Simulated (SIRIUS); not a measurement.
Runs of SIRIUS 7.12.0 on ZnCu. Symmetry: Pm-3m, No. 221, cubic system. The conventional cell has a = 2.945 Å, b = 2.945 Å, c = 2.945 Å, α = 90.00°, β = 90.00°, γ = 90.00°. Zn (site symmetry m-3m) has 8 Cu at 2.55 Å as nearest neighbours. Around Cu (site symmetry m-3m) lie 8 Zn at 2.55 Å. 

```tsv
level	V0 of scaled cells (Å³/atom)	B0 (GPa)
PBE	(a)	113
PBE+D3	(b)	130
PBE+D4	12.46	131
PBE+D3(BJ)	12.33	134
```

Alike in all rows: task equation of state; potentials or basis all-electron FP-LAPW, apw+lo standard; no spin polarisation; cell as given; k mesh 9 × 9 × 9; cutoff (eV) 195; smearing fermi-dirac 0.05 eV.

Problem. Estimate the missing entries.

Solution. (a) 13.03; (b) 12.29.
